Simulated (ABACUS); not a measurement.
# TePb (Fm-3m) in ABACUS: notebook, part 2 of 2

ABACUS 3.10.1.

### Step 3. Equation of state, BLYP, 31.71 Å³/atom (volume scaled by 0.94)

File run_abacus.py:

```python
"""ABACUS run from a structure file: ASE reads it, the script writes STRU, KPT and INPUT."""
import re
import subprocess
from ase.io import read
from ase.units import Bohr

atoms = read("TePb.xyz")
atoms = atoms[(-atoms.numbers).argsort(kind="stable")]  # ABACUS lists atoms element by element
pseudo = {'Pb': 'Pb_ONCV_PBE-1.2.upf', 'Te': 'Te_ONCV_PBE-1.2.upf'}
orbital = {}
magmoms = None
kmesh = [6, 6, 6]
params = {
    'suffix': 'TePb',
    'calculation': 'scf',
    'basis_type': 'pw',
    'pseudo_dir': './',
    'symmetry': 1,
    'dft_functional': 'GGA_X_B88+GGA_C_LYP',
    'ecutwfc': 83,
    'pseudo_rcut': 10,
    'nspin': 1,
    'nbands': 19,
    'ks_solver': 'dav',
    'smearing_method': 'fd',
    'smearing_sigma': 0.00367493,
    'scf_thr': 1e-08,
    'scf_nmax': 100,
    'mixing_type': 'broyden',
    'mixing_beta': 0.7,
    'cal_force': 1,
    'cal_stress': 1,
    'kpar': 4,
}

symbols = atoms.get_chemical_symbols()
elements = list(dict.fromkeys(symbols))
lines = ["ATOMIC_SPECIES"] + [f"{e} {atoms.get_masses()[symbols.index(e)]:.4f} {pseudo[e]}" for e in elements]
if orbital:
    lines += ["", "NUMERICAL_ORBITAL"] + [orbital[e] for e in elements]
lines += ["", "LATTICE_CONSTANT", f"{1 / Bohr:.10f}", "", "LATTICE_VECTORS"]
lines += [" ".join(f"{x:.10f}" for x in v) for v in atoms.cell]
lines += ["", "ATOMIC_POSITIONS", "Direct"]
for e in elements:
    lines += ["", e, "0.0", str(symbols.count(e))]
    for i, p in enumerate(atoms.get_scaled_positions(wrap=False)):
        if symbols[i] == e:
            mag = "" if magmoms is None else " mag " + " ".join(str(x) for x in (magmoms[i] if isinstance(magmoms[i], list) else [magmoms[i]]))
            lines.append(" ".join(f"{x:.10f}" for x in p) + " 1 1 1" + mag)
open("STRU", "w").write("\n".join(lines) + "\n")
open("KPT", "w").write("K_POINTS\n0\nGamma\n%d %d %d 0 0 0\n" % tuple(kmesh))
open("INPUT", "w").write("INPUT_PARAMETERS\n" + "".join(f"{k:<20s}{v}\n" for k, v in params.items()))

done = subprocess.run(['mpirun', '-np', '4', 'abacus'])
if done.returncode:
    raise SystemExit(done.returncode)
log = open("OUT.TePb/running_scf.log").read()
print("final energy (eV):", re.findall(r"FINAL_ETOT_IS (\S+)", log))
```

File TePb.xyz:

```xyz
2
Lattice="0.0000000000 3.1650427173 3.1650427173 3.1650427173 0.0000000000 3.1650427173 3.1650427173 3.1650427173 0.0000000000" Properties=species:S:1:pos:R:3 pbc="T T T"
Pb     0.0000000000      0.0000000000      0.0000000000
Te     3.1650427173      3.1650427173      3.1650427173
```

Potentials or basis: SG15 ONCV 1.2 PBE, plane waves.

Started as:

```console
$ OMP_NUM_THREADS=1 python run_abacus.py > log
```

running log:

```text
ABACUS v3.10.1

               Atomic-orbital Based Ab-initio Computation at UStc

 ------------------------------------------------------------------------------------

 READING GENERAL INFORMATION
                           global_out_dir = OUT.TePb/
                           global_in_card = INPUT
                               pseudo_dir = ./
[... 8 lines left out ...]

 READING ATOM TYPE 1
                               atom label = Pb
                      L=0, number of zeta = 1
                      L=1, number of zeta = 1
                      L=2, number of zeta = 1
             number of atom for this type = 1

 READING ATOM TYPE 2
                               atom label = Te
                      L=0, number of zeta = 1
                      L=1, number of zeta = 1
                      L=2, number of zeta = 1
             number of atom for this type = 1

                        TOTAL ATOM NUMBER = 2
DIRECT COORDINATES
    atom                   x                   y                   z     mag                  vx                  vy                  vz
taud_Pb1            0.0000000000        0.0000000000        0.0000000000  0.0000        0.0000000000        0.0000000000        0.0000000000
taud_Te1            0.5000000000        0.5000000000        0.5000000000  0.0000        0.0000000000        0.0000000000        0.0000000000

                          Volume (Bohr^3) = 427.923
                             Volume (A^3) = 63.4115

 Lattice vectors: (Cartesian coordinate: in unit of a_0)
                   +0            +3.16504            +3.16504
             +3.16504                  +0            +3.16504
             +3.16504            +3.16504                  +0
 Reciprocal vectors: (Cartesian coordinate: in unit of 2 pi/a_0)
            -0.157976           +0.157976           +0.157976
            +0.157976           -0.157976           +0.157976
            +0.157976           +0.157976           -0.157976
 The esolver type has been set to : ksdft_pw

                PAO radial cut off (Bohr) = 10

 Read in pseudopotential file is Pb_ONCV_PBE-1.2.upf
                     pseudopotential type = NC
          exchange-correlation functional = PBE
                 nonlocal core correction = 0
                        valence electrons = 14
                                     lmax = 3
                           number of zeta = 0
                     number of projectors = 8
                           L of projector = 0
                           L of projector = 0
                           L of projector = 1
                           L of projector = 1
                           L of projector = 2
                           L of projector = 2
                           L of projector = 3
                           L of projector = 3
 XC functional updated to : GGA_X_B88+GGA_C_LYP
          exchange-correlation functional = GGA_X_B88+GGA_C_LYP
                PAO radial cut off (Bohr) = 10

 Read in pseudopotential file is Te_ONCV_PBE-1.2.upf
                     pseudopotential type = NC
          exchange-correlation functional = PBE
                 nonlocal core correction = 0
                        valence electrons = 16
                                     lmax = 2
                           number of zeta = 0
                     number of projectors = 6
                           L of projector = 0
                           L of projector = 0
                           L of projector = 1
                           L of projector = 1
                           L of projector = 2
                           L of projector = 2
 XC functional updated to : GGA_X_B88+GGA_C_LYP
          exchange-correlation functional = GGA_X_B88+GGA_C_LYP
     initial pseudo atomic orbital number = 0

 SETUP THE ELECTRONS NUMBER
            electron number of element Pb = 14
      total electron number of element Pb = 14
            electron number of element Te = 16
[... 80 lines left out ...]
(for k-lattice: )
                             BRAVAIS TYPE = 2
                     BRAVAIS LATTICE NAME = 02. Cubic I (body-centered)
                                    ibrav = 2
                       right hand lattice = 1
                        ROTATION MATRICES = 48
                               nkstot_ibz = 16
K-POINTS REDUCTION ACCORDING TO SYMMETRY
     IBZ    DIRECT_X    DIRECT_Y    DIRECT_Z  WEIGHT  ibz2bz
       1  0.00000000  0.00000000  0.00000000  0.0046       0
       2  0.16666667  0.16666667  0.16666667  0.0370       1
       3  0.33333333  0.33333333  0.33333333  0.0370       2
       4  0.50000000  0.50000000  0.50000000  0.0185       3
       5  0.16666667  0.16666667  0.00000000  0.0278       7
       6  0.33333333  0.33333333  0.16666667  0.1111       8
[... 8 lines left out ...]
      15  0.50000000  0.33333333 -0.33333333  0.1111      52
      16  0.50000000  0.33333333 -0.16666667  0.0556      58

                               nkstot now = 16
[... K-POINTS DIRECT COORDINATES: 16 rows ...]

           k-point number in this process = 4
       minimum distributed K point number = 4
[... stars of the k points ...]

[... K-POINTS CARTESIAN COORDINATES: 4 rows ...]

[... K-POINTS DIRECT COORDINATES: 4 rows ...]

 SETUP PLANE WAVES FOR WAVE FUNCTIONS
     energy cutoff for wavefunc (unit:Ry) = 83
              fft grid for wave functions = [ 50, 50, 50 ]
                    number of plane waves = 6303
                         number of sticks = 451

 PARALLEL PW FOR WAVE FUNCTIONS
     PROC   COLUMNS(POT)             PW
        1            451           6303
 --------------- sum -------------------
        1            451           6303

 SETUP NONLOCAL PSEUDOPOTENTIALS IN PLANE WAVE BASIS
 Pb non-local projectors:
 projector 1 L=0
 projector 2 L=0
 projector 3 L=1
 projector 4 L=1
 projector 5 L=2
 projector 6 L=2
 projector 7 L=3
 projector 8 L=3
 Te non-local projectors:
 projector 1 L=0
 projector 2 L=0
 projector 3 L=1
 projector 4 L=1
 projector 5 L=2
 projector 6 L=2
      TOTAL NUMBER OF NONLOCAL PROJECTORS = 50

 Init Non-Local PseudoPotential table :
 Init Non-Local-Pseudopotential done.

                                     npwx = 5577

 -------------------------------------------
 SELF-CONSISTENT
 -------------------------------------------
                                 init_chg = atomic

 PW ALGORITHM --------------- ION=   1  ELEC=   1--------------------------------

 Notice: Threshold on eigenvalues was too large.
 hsover_error=0.3 > DRHO=0.0524556
 Origin diag ethr = 0.01
 New diag ethr = 0.000174852

 Density error is 0.0522804722665
                          Error Threshold = 0.000174852054103
----------------------------------------------------------
     Energy           Rydberg                 eV
----------------------------------------------------------
 E_KohnSham     -287.4139038074      -3910.4667762040
 E_Harris       -286.9948533018      -3904.7653015788
 E_Fermi        0.8521517873         11.5941198680
----------------------------------------------------------
[... 63 lines left out ...]
 Density error is 2.85730154298e-09
                          Error Threshold = 4.75187976028e-11
----------------------------------------------------------
     Energy           Rydberg                 eV
----------------------------------------------------------
 E_KohnSham     -287.4280507962      -3910.6592558617
 E_KS(sigma->0) -287.4280497330      -3910.6592413967
 E_Harris       -287.4276452831      -3910.6537385728
 E_band         -18.1500479546       -246.9440711553
 E_one_elec     -105.8648366928      -1440.3649968621
 E_Hartree      64.8570854974        882.4259184382
 E_xc           -32.3649030230       -440.3470963302
 E_Ewald        -214.0553944515      -2912.3730521775
 E_entropy(-TS) -0.0000021263        -0.0000289301
 E_descf        0.0000000000         0.0000000000
 E_exx          0.0000000000         0.0000000000
 E_Fermi        0.8582698535         11.6773604288
----------------------------------------------------------

 charge density convergence is achieved
 final etot is -3910.6592559 eV
 EFERMI = 11.677360429 eV

 STATE ENERGY(eV) AND OCCUPATIONS    NSPIN == 1
 1/4 kpoint (Cartesian) = 0.0000 0.0000 0.0000 (5577 pws)
       1       -25.1494     0.00925926
       2       -25.1494     0.00925926
       3       -25.1379     0.00925926
       4       -25.1379     0.00925926
       5       -25.1379     0.00925926
       6       -5.70459     0.00925926
[... 74 lines left out ...]
      18        12.4117    1.54837e-08
      19        20.1266    1.51245e-75

------------------------------------------------------------------------------------------
 TOTAL-FORCE (eV/Angstrom)
------------------------------------------------------------------------------------------
                       Pb1         0.0000000000         0.0000000000         0.0000000000
                       Te1         0.0000000000         0.0000000000         0.0000000000
------------------------------------------------------------------------------------------

----------------------------------------------------------------
 TOTAL-STRESS (KBAR)
----------------------------------------------------------------
        90.3641100312        -0.0000000000        -0.0000000000
        -0.0000000000        90.3641100312         0.0000000000
        -0.0000000000         0.0000000000        90.3641100312
----------------------------------------------------------------
 TOTAL-PRESSURE: 90.364110 KBAR

 --------------------------------------------
 !FINAL_ETOT_IS -3910.6592558617421673 eV
 --------------------------------------------
```

It took 11 s on 4 MPI ranks of Intel Xeon Platinum 8488C (Sapphire Rapids), shared host; peak memory 0.48 GiB.

Results:

```yaml
Free_energy: -3910.6593 eV
Pressure: 9.0 GPa
Band_gap_on_the_k_mesh: 0.69 eV, direct
```

Caveat: the potentials were made for another functional, which shifts forces and pressure; spin-orbit coupling is left out, which as a rule narrows the gap of such compounds by several tenths of an eV.

### Step 4. Equation of state, BLYP, 33.05 Å³/atom (volume scaled by 0.98)

run_abacus.py is that of step 3.

File TePb.xyz:

```xyz
2
Lattice="0.0000000000 3.2093147829 3.2093147829 3.2093147829 0.0000000000 3.2093147829 3.2093147829 3.2093147829 0.0000000000" Properties=species:S:1:pos:R:3 pbc="T T T"
Pb     0.0000000000      0.0000000000      0.0000000000
Te     3.2093147829      3.2093147829      3.2093147829
```

Started as:

```console
$ OMP_NUM_THREADS=1 python run_abacus.py > log
```

Run time: 13 s. Hardware: 4 MPI ranks of Intel Xeon Platinum 8488C (Sapphire Rapids), shared host; peak memory 0.52 GiB.

It converged, with:

- Free energy: -3910.7881 eV
- Pressure: 6.3 GPa
- Band gap on the k mesh: 0.78 eV, direct

Caveat: the potentials were made for another functional, which shifts forces and pressure; spin-orbit coupling is left out, which as a rule narrows the gap of such compounds by several tenths of an eV.

### Step 5. Equation of state, BLYP, 34.40 Å³/atom (volume scaled by 1.02)

run_abacus.py is that of step 4.

File TePb.xyz:

```xyz
2
Lattice="0.0000000000 3.2523979746 3.2523979746 3.2523979746 0.0000000000 3.2523979746 3.2523979746 3.2523979746 0.0000000000" Properties=species:S:1:pos:R:3 pbc="T T T"
Pb     0.0000000000      0.0000000000      0.0000000000
Te     3.2523979746      3.2523979746      3.2523979746
```

Started as:

```console
$ OMP_NUM_THREADS=1 python run_abacus.py > log
```

Wall time 14 s (4 MPI ranks of Intel Xeon Platinum 8488C (Sapphire Rapids), shared host); peak memory 0.52 GiB.

Results (log left out):

```yaml
Free_energy: -3910.8759 eV
Pressure: 4.1 GPa
Band_gap_on_the_k_mesh: 0.86 eV, direct
```

Caveat: the potentials were made for another functional, which shifts forces and pressure; spin-orbit coupling is left out, which as a rule narrows the gap of such compounds by several tenths of an eV.

### Step 6. Equation of state, BLYP, 35.75 Å³/atom (volume scaled by 1.06)

run_abacus.py is that of step 5.

File TePb.xyz:

```xyz
2
Lattice="0.0000000000 3.2943690292 3.2943690292 3.2943690292 0.0000000000 3.2943690292 3.2943690292 3.2943690292 0.0000000000" Properties=species:S:1:pos:R:3 pbc="T T T"
Pb     0.0000000000      0.0000000000      0.0000000000
Te     3.2943690292      3.2943690292      3.2943690292
```

Potentials or basis: SG15 ONCV 1.2 PBE, plane waves.

Started as:

```console
$ OMP_NUM_THREADS=1 python run_abacus.py > log
```

Wall time 16 s (4 MPI ranks of Intel Xeon Platinum 8488C (Sapphire Rapids), shared host); peak memory 0.52 GiB.

The run converged. Its results:

```yaml
Free_energy: -3910.9301 eV
Pressure: 2.3 GPa
Band_gap_on_the_k_mesh: 0.92 eV, direct
```

Caveat: the potentials were made for another functional, which shifts forces and pressure; spin-orbit coupling is left out, which as a rule narrows the gap of such compounds by several tenths of an eV.

### Step 7. Equation of state, BLYP

Potentials or basis: SG15 ONCV 1.2 PBE, plane waves.

This step only gathers the single runs of the series.

What came out:

```yaml
Equilibrium_volume: "38.01 Å³/atom (rough: see the caveat)"
Bulk_modulus: 34 GPa (rough)
```

Energy against volume, from the lowest point:
| volume (Å³/atom) | energy (meV/atom) |
| --- | --- |
| 31.706 | 135.44 |
| 33.055 | 71.02 |
| 34.404 | 27.10 |
| 35.753 | 0.00 |

Caveat: the minimum lies outside the volumes run; the potentials were made for another functional, which shifts forces and pressure.

### Step 8. Comparison with measurements

Step 2. Measured gap of TePb: 0.19 eV (direct; 4.2 K; a printed reference work, monograph). This calculation gives 0.82 eV (+0.63 eV). Spin-orbit coupling on Pb, Te is left out. The value is that of BLYP, without temperature or zero-point motion.
